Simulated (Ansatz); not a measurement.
## Ge under changes of volume

One of the cells (22.639 Å³/atom); the others are scaled copies at fixed shape and fractional positions:

```
Ge
1.0
     0.00000    2.82891    2.82891
     2.82891    0.00000    2.82891
     2.82891    2.82891    0.00000
Ge
2
Direct
  0.75000 0.75000 0.75000
  0.50000 0.50000 0.50000
```

* Program: Ansatz 0.2.0
* Functional: B3LYP5
* Potentials or basis: Ansatz PAW
* Cutoff: 420 eV (not typed: the program's choice for these potentials)
* k mesh: 4 × 4 × 4
* Occupations: fermi-dirac, width 0.05 eV
* Spin: no spin polarisation

| volume (Å³/atom) | energy over the lowest point (meV/atom) | pressure (GPa) | gap on the mesh (eV) |
| --- | --- | --- | --- |
| 21.281 | 76.75 | 10.2 | 1.45 |
| 21.733 | 50.93 | 8.1 | 1.37 |
| 22.186 | ? | ? | ? |
| 22.639 | 16.06 | 4.4 | 1.03 |
| 23.092 | 5.95 | 2.8 | 0.82 |
| 23.545 | 0.00 | 1.4 | 0.62 |

What does the run at 22.186 Å³/atom give?

Energy over the lowest point 30.90 meV/atom; pressure 6.1 GPa; gap on the mesh 1.24 eV.

Worked out: A Birch-Murnaghan fit of order 3 (a polynomial in V^(-2/3)) to the other rows has its minimum at 24.06 Å³/atom, just outside them, with B0 = V·E''(V) = 62 GPa and B' = 4.8. It gives 30.88 meV/atom at 22.186 Å³/atom, against the run's 30.90, and -dE/dV = 6.1 GPa, against 6.1. A parabola through the other rows of the gap, of slope -7.74 eV per unit of ln V there, gives 1.21 eV, against the run's 1.24.

Energies are extrapolated to zero smearing.

Caveats: all runs use coarse meshes; the PAW data sets come from PBE, with cores solved anew for the run's functional, which leaves a small shift of forces and pressure; the thresholds are loose for stress.

A mesh can miss the band edges. Spin-orbit coupling on Ge is left out.
